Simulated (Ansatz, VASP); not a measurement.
## KF: VASP beside Ansatz

The input POSCAR:

```
KF
1.0
    0.0000000000      2.9354014086      2.9354014086
    2.9354014086      0.0000000000      2.9354014086
    2.9354014086      2.9354014086      0.0000000000
K F
1 1
Direct
    0.0000000000      0.0000000000      0.0000000000
    0.2500000000      0.2500000000      0.2500000000
```

File INCAR.step1:

```
PREC = Accurate
ENCUT = 520
ISMEAR = 0
SIGMA = 0.01
LREAL = F
LASPH = T
NELM = 60
NBANDS = 15
GGA = PE
ALGO = Normal
EDIFF = 1E-4
LWAVE = T
LCHARG = F
```

The input INCAR.step2:

```
PREC = Accurate
ENCUT = 520
EDIFF = 1E-7
ISMEAR = 0
SIGMA = 0.01
LREAL = F
LASPH = T
NELM = 60
ALGO = Normal
ISIF = 2
LWAVE = F
LCHARG = F
METAGGA = R2SCAN
LMIXTAU = T
NBANDS = 15
ISTART = 1
```

File KPOINTS:

```
Automatic mesh
0
Gamma
  8 8 8
```

Input for Ansatz:

```yaml
crystal:
  lattice:
    - [0.0, 2.9354014086, 2.9354014086]
    - [2.9354014086, 0.0, 2.9354014086]
    - [2.9354014086, 2.9354014086, 0.0]
  atoms:
    - { symbol: K, position: [0.0, 0.0, 0.0] }
    - { symbol: F, position: [0.25, 0.25, 0.25] }
kpoints:
  mp_grid: { grid: [8, 8, 8] }
  band_path:
    path:
      - [0.0, 0.0, 0.0]
      - [-0.5, -0.5, 0.0]
      - [-0.375, -0.375, 0.25]
      - [-0.375, 0.0, 0.375]
      - [0.0, 0.0, 0.5]
      - [-0.5, -0.25, 0.25]
    npoints: 1
hamiltonian:
  xc: r2scan
scf:
  occupations: { method: fixed }
  n_extra_bands: 4
output:
  forces: true
  stress: true
  eigenvalues: true
```

The cell was built by a generator and needn't be a form met in nature.

Alike in both runs: task single point; functional r2SCAN; k mesh 8 × 8 × 8; no spin polarisation.

```csv
,VASP,Ansatz
version,VASP 6.6.1,Ansatz 0.2.0
potentials or method,"VASP PAW PBE potentials, release 64 (K_sv, F)","plane waves, PAW"
plane-wave cutoff (eV),520,500
occupations,"gaussian, width 0.01 eV",fixed
valence electrons in the cell,16,16
```

```tsv
	VASP	Ansatz	Ansatz less VASP
gap on the k mesh at the Fermi level (eV)	5.74	5.75	+0.005
pressure (GPa)	0.0	0.0	+0.01
```

Caveats: the PAW data sets were made with another functional, which shifts forces and pressure a little (VASP). A k mesh can miss the band edges. r2SCAN opens gaps a little over a GGA but as a rule still falls short of measured ones.
